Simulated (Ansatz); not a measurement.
Cubic perovskite LaAlO3 (cubic high-temperature phase) was calculated with PBEsol+SOC in Ansatz (plane waves, PAW).

Numerical settings: plane-wave cutoff 520 eV, 10×10×10 k mesh, Fermi–Dirac smearing 0.01 eV, PAW data made under PBE.

Pressure at four volumes; x = ln(V/10.731 Å³). One pressure is withheld.

```csv
V (Å³/atom),x,P (GPa)
10.087,-0.0619,?
10.302,-0.0408,9.25
10.731,0.0000,0.01
11.375,0.0583,-10.68
```

Q: Pass a parabola P(x) through the three rows shown, estimate the bulk modulus and its pressure derivative near zero pressure, and predict the withheld pressure.

A: Slopes between the rows: (0.01 − (9.25))/(0.0000 − (-0.0408)) = -226.47 and (-10.68 − (0.01))/(0.0583 − (0.0000)) = -183.36 GPa. Their difference over the span 0.0991 is c = 43.11/0.0991 = 435.0 GPa, so P(x) = 9.25 + (-226.47)(x − (-0.0408)) + 435.0 (x − (-0.0408))(x − (0.0000)). At the middle row B = −dP/dx = −[-226.47 + 435.0 × 0.0408] = 208.7 GPa, and B′ = dB/dP = 2c/B = 4.2. At x = -0.0619 the parabola gives 14.60 GPa; the run gives 14.66 GPa. The Birch–Murnaghan fit to the energies at all volumes has B0 = 208 GPa and B′ = 4.3.

Measured, for comparison: bulk modulus 215 ± 4 GPa (room temperature, not corrected to a static lattice, cubic phase above 14 GPa, extrapolated to zero pressure; as tabulated in Guennou et al. (2011), arXiv:1105.1276). Computed less measured: bulk modulus -3.3 %.

Note: the relaxation could not lower the start's symmetry, so the cell can be a saddle point above a distorted one.

Ansatz is a quantum-chemistry and plane-wave program.
